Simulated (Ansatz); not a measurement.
**InP: relaxation of cell and atoms with BLYP**

Crystal: InP.

```
CELL_PARAMETERS angstrom
0.00000 2.93050 2.93050
2.93050 0.00000 2.93050
2.93050 2.93050 0.00000
ATOMIC_POSITIONS crystal
In 0.00000 0.00000 0.00000
P 0.75000 0.75000 0.75000
```

```
Program             : Ansatz 0.2.0
Task                : relaxation of cell and atoms
Functional          : BLYP
Potentials or basis : Ansatz PAW
Cutoff              : 420 eV (not typed: the program's choice for these potentials)
k mesh              : 8 × 8 × 8
Occupations         : fermi-dirac, width 0.05 eV
Spin                : no spin polarisation
```

| Item | Value |
| --- | --- |
| Relaxed volume | 28.02 Å³/atom |
| Relaxed cell | a = 4.296 Å, b = 4.296 Å, c = 4.296 Å, α = 60.00°, β = 60.00°, γ = 60.00° |
| Space group after relaxing (to 0.05 Å) | F-43m (No. 216) |
| Energy gained by relaxing | 53.7 meV/atom |
| Ionic steps | 4 |
| Pressure after relaxing | 0.0 GPa |

The path:
| step | energy change (eV) | largest force (eV/Å) | volume (Å³) |
| --- | --- | --- | --- |
| 1 | 0.0000 | 0.0000 | 50.33 |
| 2 | -0.1059 | 0.0000 | 56.26 |
| 3 | -0.1062 | 0.0000 | 56.05 |
| 4 | -0.1074 | 0.0000 | 56.05 |

Final structure:
```xyz
2
Lattice="0.0000 3.0374 3.0374 3.0374 0.0000 3.0374 3.0374 3.0374 0.0000" Properties=species:S:1:pos:R:3 pbc="T T T"
In    0.0000    0.0000    0.0000
P     4.5561    4.5561    4.5561
```

It took 8.3 s on 2 threads of Intel(R) Xeon(R) Processor @ 2.70GHz, with other jobs on the host, peak memory 0.37 GiB.

Caveat: the plane-wave basis is chosen anew once the cell has moved, so the energies of steps on either side of that aren't comparable; the volume moved by +11 % from the deposited cell, more than functionals usually miss; the PAW data sets come from PBE, with cores solved anew for the run's functional, which leaves a small shift of forces and pressure. Zero-point motion and thermal expansion aren't in these numbers.
